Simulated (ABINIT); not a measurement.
Here is an ABINIT 10.8.3 (patched build) calculation.

run.abi

```
ndtset 2

pp_dirpath "./"
pseudos "Pt.GGA_PBE-JTH.xml, Al.GGA_PBE-JTH.xml"

acell 4.1790010768 4.1790010768 4.1790010768 Angstrom
rprim
     0.0000000000     0.7071067812     0.7071067812
     0.7071067812     0.0000000000     0.7071067812
     0.7071067812     0.7071067812     0.0000000000
ntypat 2
znucl 78 13
natom 3
typat 1 2 2
xcart
     0.0000000000     0.0000000000     0.0000000000
     8.3762110474     8.3762110474     8.3762110474
     2.7920703491     2.7920703491     2.7920703491

ecut 19.0
pawecutdg 38.0

ixc 7

occopt 3
tsmear 0.05 eV

nstep 100

iomode 3
prtwf 0
prteig 0
prtebands 0
enunit 1
prtden1 1

kptopt1 1
ngkpt1 8 8 8
nshiftk1 1
shiftk1 0.0 0.0 0.0
nband1 12
tolvrs1 1.0e-9

iscf2 -2
getden2 1
nband2 18
nbdbuf2 4
tolwfr2 1.0e-11
kptopt2 -9
ndivsm2 5
prteig2 1
prtvol2 -3
kptbounds2
     0.0000000000     0.0000000000     0.0000000000
     0.5000000000     0.0000000000     0.5000000000
     0.5000000000     0.2500000000     0.7500000000
     0.3750000000     0.3750000000     0.7500000000
     0.0000000000     0.0000000000     0.0000000000
     0.5000000000     0.5000000000     0.5000000000
     0.6250000000     0.2500000000     0.6250000000
     0.5000000000     0.2500000000     0.7500000000
     0.5000000000     0.5000000000     0.5000000000
     0.3750000000     0.3750000000     0.7500000000
```

Potentials or basis: JTH PAW PBE v2.0.

Run with:

```console
$ abinit run.abi > log 2>&1
```

Question: Predict the band gap on the k mesh.

Answer: None (metal or under the smearing width).

Question: Predict the pressure.

Answer: -3.4 GPa.

Levels at the corners of the path, in eV from the Fermi level:
| point | band 6 | band 7 | band 8 | band 9 | band 10 | band 11 |
| --- | --- | --- | --- | --- | --- | --- |
| Γ | -3.66 | 2.92 | 3.90 | 3.90 | 3.90 | 5.43 |
| X | -3.40 | -3.17 | -1.56 | -1.56 | 3.12 | 3.41 |
| W | -3.23 | -2.76 | -2.76 | -0.86 | 5.26 | 5.26 |
| K | -3.61 | -3.03 | -1.98 | -0.57 | 3.31 | 5.48 |
| Γ | -3.66 | 2.92 | 3.90 | 3.90 | 3.90 | 5.43 |
| L | -3.45 | -3.45 | 1.07 | 1.07 | 3.80 | 5.20 |
| U | -3.61 | -3.03 | -1.98 | -0.57 | 3.31 | 5.48 |
| W | -3.23 | -2.76 | -2.76 | -0.86 | 5.26 | 5.26 |
| L | -3.45 | -3.45 | 1.07 | 1.07 | 3.80 | 5.20 |
| K | -3.61 | -3.03 | -1.98 | -0.57 | 3.31 | 5.48 |

Caveat: the PAW data sets were made with another functional, which shifts forces and pressure a little; spin-orbit coupling is left out, which moves the levels of the heavy elements.
